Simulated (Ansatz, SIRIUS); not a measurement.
Given: the input of a run of Ansatz 0.2.0 on As. This isn't the form of As at room conditions, which is rhombohedral.

The input input.yaml:

```yaml
crystal:
  lattice:
    - [2.7036817444, 0.0, 0.0]
    - [0.0, 2.7036817444, 0.0]
    - [0.0, 0.0, 2.7036817444]
  atoms:
    - { symbol: As, position: [0.5, 0.5, 0.5] }
kpoints:
  mp_grid: { grid: [10, 10, 10] }
scf:
  occupations: { method: fermi_dirac, width: 0.05 }
hamiltonian:
  xc: pbesol
  pseudopotentials: { kind: all_electron, lapw: { basis_error: 0.001 } }
output:
  forces: true
  stress: true
  eigenvalues: true
  populations: true
```

Potentials or basis: all-electron LAPW, scalar-relativistic.

Launch:

```sh
$ ansatz run input.yaml --threads 1 --pin off --max-ram 3072MiB --backend cpu --events-out ev --progress --plain --runs-dir out
```

**Question.** What does the same run look like in SIRIUS 7.10.0? Potentials or basis there: PseudoDojo 0.4.1 PBEsol standard (scalar relativistic), cutoff 1152 eV.

**Answer.** As run (cutoffs and basis follow the program's own potentials, and thresholds, step limits or extra output files can differ):

sirius.json

```json
{
  "control": {
    "processing_unit": "cpu",
    "verbosity": 2,
    "num_bands_to_print": 14,
    "print_forces": true,
    "print_stress": true
  },
  "parameters": {
    "electronic_structure_method": "pseudopotential",
    "xc_functionals": ["XC_GGA_X_PBE_SOL", "XC_GGA_C_PBE_SOL"],
    "gk_cutoff": 9.2,
    "pw_cutoff": 18.4,
    "ngridk": [10, 10, 10],
    "shiftk": [0, 0, 0],
    "smearing": "fermi_dirac",
    "smearing_width": 0.0018374661,
    "num_bands": 14,
    "num_mag_dims": 0,
    "num_dft_iter": 100,
    "energy_tol": 1e-08,
    "density_tol": 1e-06
  },
  "iterative_solver": {
    "type": "davidson",
    "min_tolerance": 1e-09,
    "tolerance_scale": [0.1, 0.25]
  },
  "mixer": {
    "type": "anderson",
    "beta": 0.7,
    "max_history": 8
  },
  "settings": {
    "tol_ne": 1e-10,
    "pseudo_grid_cutoff": 6.5
  },
  "unit_cell": {
    "lattice_vectors": [
      [5.109218025066, 0.0, 0.0],
      [0.0, 5.109218025066, 0.0],
      [0.0, 0.0, 5.109218025066]
    ],
    "atom_coordinate_units": "lattice",
    "atom_types": ["As"],
    "atom_files": {
      "As": "As.json"
    },
    "atoms": {
      "As": [
        [0.5, 0.5, 0.5]
      ]
    }
  }
}
```

Potentials or basis: PseudoDojo 0.4.1 PBEsol standard (scalar relativistic).

The run is started by

```console
$ upf_to_json As.upf
$ OMP_NUM_THREADS=1 sirius.scf --input=sirius.json --output=out.json --task=0
```

Both were run:

|  | Ansatz | SIRIUS |
| --- | --- | --- |
| Pressure | -1.5 GPa | -1.5 GPa |

Where Ansatz's input types no cutoff or centring, it takes its own default and a Γ-centred mesh.

Pressure is positive in compression.
